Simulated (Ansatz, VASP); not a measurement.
## One calculation of Ge, two programs

```
Ge
1.0
     2.70377    0.00000    0.00000
     0.00000    2.70377    0.00000
     0.00000    0.00000    2.70377
Ge
1
Direct
  0.00000 0.00000 0.00000
```

Alike in both runs: task single point; functional PBEsol; k mesh 13 × 13 × 13; occupations fermi-dirac, width 0.1 eV; no spin polarisation.

|  | VASP | Ansatz |
| --- | --- | --- |
| version | VASP 6.6.1 | Ansatz 0.2.0 |
| potentials or method | VASP PAW PBE potentials, release 64 (Ge_d) | plane waves (420 eV) with PAW, scalar-relativistic |
| plane-wave cutoff (eV) | 520 | 420 |
| valence electrons in the cell | 14 | 14 |

```csv
,VASP,Ansatz,Ansatz less VASP
pressure (GPa),-2.9,-2.8,+0.07
```

Ansatz warned: «pseudo_functional_mismatch».

Caveats: the PAW data sets were made with another functional, which shifts forces and pressure a little (VASP).
